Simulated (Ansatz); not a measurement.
# Na2S (Fm-3m): how far a G0W0 gap depends on its settings

Aim: test how the G0W0 gap of the published phase of Na2S (Fm-3m) moves with the number of bands, the screening cutoff and the other choices.

Code: Ansatz 0.2.0. G0W0, plane waves. Computed at 0 K without zero-point motion; spin polarisation is off.

## (1) The system as given

The cell was relaxed beforehand with r2SCAN.

The symmetry is Fm-3m (No. 225, cubic); conventional cell a = 6.511 Å, 23.00 Å³ an atom. Near Na stand 4 S at 2.82 Å; near S stand 8 Na at 2.82 Å.

The structure in full:

```cif
data_structure
_symmetry_space_group_name_H-M 'Fm-3m'
_symmetry_Int_Tables_number 225
_cell_length_a 6.5109
_cell_length_b 6.5109
_cell_length_c 6.5109
_cell_angle_alpha 90.000
_cell_angle_beta 90.000
_cell_angle_gamma 90.000
_cell_volume 276.00
loop_
_atom_site_label
_atom_site_type_symbol
_atom_site_symmetry_multiplicity
_atom_site_Wyckoff_symbol
_atom_site_fract_x
_atom_site_fract_y
_atom_site_fract_z
_atom_site_occupancy
Na1 Na 8 c 0.25000 0.75000 0.75000 1
S1 S 4 a 0.00000 0.00000 0.00000 1
```

## (2) 156 empty bands, 100 eV

Input file input.yaml:

```yaml
crystal:
  lattice:
    - [0.0, 3.2554286135, 3.2554286135]
    - [3.2554286135, 0.0, 3.2554286135]
    - [3.2554286135, 3.2554286135, 0.0]
  atoms:
    - { symbol: Na, position: [0.25, 0.25, 0.25] }
    - { symbol: Na, position: [0.75, 0.75, 0.75] }
    - { symbol: S, position: [0.0, 0.0, 0.0] }
kpoints:
  mp_grid: { grid: [4, 4, 4] }
hamiltonian:
  xc: pbe
scf:
  occupations: { method: fixed }
gw:
  n_empty_bands: 156
  ecut_chi: 100
  qp_bands: [v2, c2]
  qp_kpoints: band_edges
  screening: { model: contour_deformation }
```

## (3) 378 empty bands, 180 eV

Edit input.yaml of step 2 so:

```diff
@@ -16,4 +16,4 @@
 gw:
-  n_empty_bands: 156
-  ecut_chi: 100
+  n_empty_bands: 378
+  ecut_chi: 180
   qp_bands: [v2, c2]
```

## (4) 734 empty bands, 260 eV

Edit input.yaml of step 3 so:

```diff
@@ -16,4 +16,4 @@
 gw:
-  n_empty_bands: 378
-  ecut_chi: 180
+  n_empty_bands: 734
+  ecut_chi: 260
   qp_bands: [v2, c2]
```

## (5) Starting from HSE06

Edit input.yaml of step 4 so:

```diff
@@ -12,3 +12,3 @@
 hamiltonian:
-  xc: pbe
+  xc: hse06
 scf:
@@ -16,4 +16,4 @@
 gw:
-  n_empty_bands: 734
-  ecut_chi: 260
+  n_empty_bands: 378
+  ecut_chi: 180
   qp_bands: [v2, c2]
```

## (6) Starting from r2SCAN

Edit input.yaml of step 5 so:

```diff
@@ -12,3 +12,3 @@
 hamiltonian:
-  xc: hse06
+  xc: r2scan
 scf:
```

## (7) Starting from PBE0

Edit input.yaml of step 6 so:

```diff
@@ -12,3 +12,3 @@
 hamiltonian:
-  xc: r2scan
+  xc: pbe0
 scf:
```

## (8) A plasmon pole in place of the full frequency dependence

Edit input.yaml of step 7 so:

```diff
@@ -12,3 +12,3 @@
 hamiltonian:
-  xc: pbe0
+  xc: pbe
 scf:
@@ -20,2 +20,2 @@
   qp_kpoints: band_edges
-  screening: { model: contour_deformation }
+  screening: { model: godby_needs }
```

## (9) A finer mesh, 6×6×6

Edit input.yaml of step 8 so:

```diff
@@ -10,3 +10,3 @@
 kpoints:
-  mp_grid: { grid: [4, 4, 4] }
+  mp_grid: { grid: [6, 6, 6] }
 hamiltonian:
@@ -16,6 +16,6 @@
 gw:
-  n_empty_bands: 378
-  ecut_chi: 180
+  n_empty_bands: 112
+  ecut_chi: 80
   qp_bands: [v2, c2]
   qp_kpoints: band_edges
-  screening: { model: godby_needs }
+  screening: { model: contour_deformation }
```

## (10) Norm-conserving pseudopotentials

Edit input.yaml of step 9 so:

```diff
@@ -10,5 +10,6 @@
 kpoints:
-  mp_grid: { grid: [6, 6, 6] }
+  mp_grid: { grid: [4, 4, 4] }
 hamiltonian:
   xc: pbe
+  pseudopotentials: { kind: nc }
 scf:
@@ -16,4 +17,4 @@
 gw:
-  n_empty_bands: 112
-  ecut_chi: 80
+  n_empty_bands: 378
+  ecut_chi: 180
   qp_bands: [v2, c2]
```

What does the calculation give? Wanted: for each run, start; potentials; frequencies; empty bands; cutoff; Kohn-Sham gap; G0W0 gap.

The runs gave:

```
 start  potentials  frequencies  empty bands  cutoff (eV)   mesh  Kohn-Sham gap (eV)  G0W0 gap (eV)
   PBE         PAW         full          156          100  4×4×4                2.53           4.07
   PBE         PAW         full          378          180  4×4×4                2.53           4.19
   PBE         PAW         full          734          260  4×4×4                2.53           4.23
 HSE06         PAW         full          378          180  4×4×4                3.53           4.82
r2SCAN         PAW         full          378          180  4×4×4                3.09           4.57
  PBE0         PAW         full          378          180  4×4×4                4.21           5.06
   PBE         PAW         pole          378          180  4×4×4                2.53           4.21
   PBE         PAW         full          112           80  6×6×6                2.53           4.02
   PBE          NC         full          378          180  4×4×4                2.53           4.17
```

Gaps are those on each run's own mesh.

What this shows: With bands and cutoff raised together, from 156 bands at 100 eV to 734 at 260 eV, the gap moves by +0.16 eV, and on the last rung by +0.05 eV; extrapolated in 1/N from the last two rungs, the limit on this k mesh would lie near 4.3 eV. The starting point matters: against PBE, HSE06 gives +0.63 eV, r2SCAN gives +0.39 eV, PBE0 gives +0.88 eV. The plasmon pole changes the gap by +0.024 eV. Norm-conserving potentials change it by -0.020 eV.
